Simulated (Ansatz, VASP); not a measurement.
**Fe in VASP and in Ansatz**

```
Fe
1.0
    -1.37460    1.37460    1.37460
     1.37460   -1.37460    1.37460
     1.37460    1.37460   -1.37460
Fe
1
Direct
  0.00000 0.00000 0.00000
```

Alike in both runs: task single point; functional LDA; k mesh 16 × 16 × 16; occupations fermi-dirac, width 0.03 eV; collinear spin.

|  | VASP | Ansatz |
| --- | --- | --- |
| version | VASP 6.6.1 | Ansatz 0.2.0 |
| potentials or method | VASP PAW LDA potentials, release 64 (Fe) | plane waves (420 eV) with PAW, scalar-relativistic |
| plane-wave cutoff (eV) | 520 | 420 |
| valence electrons in the cell | 8 | 16 |

```csv
,VASP,Ansatz,Ansatz less VASP
pressure (GPa),-1.0,0.0,+1.05
net moment per atom (μB),1.94,1.97,+0.037
size of the moment on the site where the two differ most (μB),1.90,1.97,+0.068
```

Site moments also hang on the region over which each program counts them. The two sets of potentials don't hold the same shells in valence. Ansatz warned: «pseudo_functional_mismatch».
